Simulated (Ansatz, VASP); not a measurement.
## Ti in VASP and in Ansatz

The input INCAR:

```
PREC = Accurate
ENCUT = 520
EDIFF = 1E-6
ISMEAR = 0
SIGMA = 0.15
LREAL = False
LASPH = True
NELM = 100
ALGO = Fast
ISIF = 2
LWAVE = False
LCHARG = True
GGA = CA
LELF = True
LVHAR = True
NBANDS = 12
```

KPOINTS

```
Automatic mesh
0
Gamma
  20 20 20
```

POSCAR

```
Ti
1.0
    0.0000000000      2.0300000000      2.2963360000
    2.0300000000      0.0000000000      2.2963360000
    2.0300000000      2.0300000000      0.0000000000
Ti
1
Direct
    0.0000000000      0.0000000000      0.0000000000
```

Input for Ansatz:

```yaml
crystal:
  lattice:
    - [0.0, 2.03, 2.296336]
    - [2.03, 0.0, 2.296336]
    - [2.03, 2.03, 0.0]
  atoms:
    - { symbol: Ti, position: [0.0, 0.0, 0.0] }
basis:
  ecutwfc: 420
kpoints:
  mp_grid: { grid: [20, 20, 20] }
hamiltonian:
  xc: lda
scf:
  occupations: { method: gaussian, width: 0.15 }
output:
  forces: true
  stress: true
  eigenvalues: true
```

Change from the starting cell: strain +0.1312 x Voigt [0, 0, 1, 0, 0, 0], atoms carried along.

Alike in both runs: task single point; functional LDA; k mesh 20 × 20 × 20; occupations gaussian, width 0.15 eV; no spin polarisation.

|  | VASP | Ansatz |
| --- | --- | --- |
| version | VASP 6.6.1 | Ansatz 0.2.0 |
| potentials or method | VASP PAW LDA potentials, release 64 (Ti_sv) | scalar-relativistic, plane waves, PAW |
| plane-wave cutoff (eV) | 520 | 420 |
| valence electrons in the cell | 12 | 12 |

VASP gave:

* gap on the k mesh at the Fermi level (eV): none
* pressure (GPa): -15.9
* largest component of the traceless stress (GPa): 2.20

Task: Estimate Ansatz's values.

Result: gap on the k mesh at the Fermi level (eV): none; pressure (GPa): -15.3; largest component of the traceless stress (GPa): 2.26.

A gap of «none» marks a metal or a gap that the smearing closes.

Caveats: so large a pressure means that the cell lies far from this level's equilibrium, or that cutoff or potentials fall short (VASP).
